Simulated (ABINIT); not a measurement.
# GaAs in ABINIT: convergence with smearing width

Input of the first run (smearing width 0.272 eV); the others differ in this setting and in those tied to it:

run.abi

```
# Pseudopotentials
pp_dirpath "./"
pseudos "As.GGA_PBE-JTH.xml, Ga.GGA_PBE-JTH.xml"

# Structure
acell 3.9977696088 3.9977696088 3.9977696088 Angstrom
rprim
     0.0000000000     0.7071067812     0.7071067812
     0.7071067812     0.0000000000     0.7071067812
     0.7071067812     0.7071067812     0.0000000000
ntypat 2
znucl 33 31
natom 2
typat 1 2
xred
     0.7500000000     0.7500000000     0.7500000000
     0.0000000000     0.0000000000     0.0000000000

# Plane-wave basis
ecut 17.0
pawecutdg 34.0
pawxcdev 0

# k points
kptopt 1
ngkpt 8 8 8
nshiftk 1
shiftk 0.0 0.0 0.0

# Exchange and correlation
ixc 15

# Bands and occupations
nband 18
occopt 4
tsmear 0.00999582

# SCF cycle
nstep 100
tolvrs 1.0e-9

# Output
iomode 3
prtwf 0
prtden 0
prteig 0
prtebands 0
```

Potentials or basis: JTH PAW PBE v2.0.

Run with:

```console
$ abinit run.abi > log 2>&1
```

Hardware: 1 thread of Arm Neoverse V1, on a shared host.

| smearing width | energy less the tightest run (meV/atom) | SCF cycles | CPU time (s) | peak memory (GiB) |
| --- | --- | --- | --- | --- |
| 0.272 eV | 0.67 | 13 | 24 | 0.1 |
| 0.2 eV | 0.26 | 13 | 24 | 0.1 |
| 0.136 eV | 0.05 | 13 | 24 | 0.1 |
| 0.1 eV | 0.04 | 13 | 24 | 0.1 |
| 0.05 eV | 0.02 | 13 | 24 | 0.1 |
| 0.025 eV | 0.00 | 13 | 24 | 0.1 |
| 0.01 eV | 0.00 | 13 | 24 | 0.1 |

Against the tightest run, the energy stays within 1 meV/atom from 0.272 eV on. The tightest run that finished is the yardstick and may itself not be fully converged.
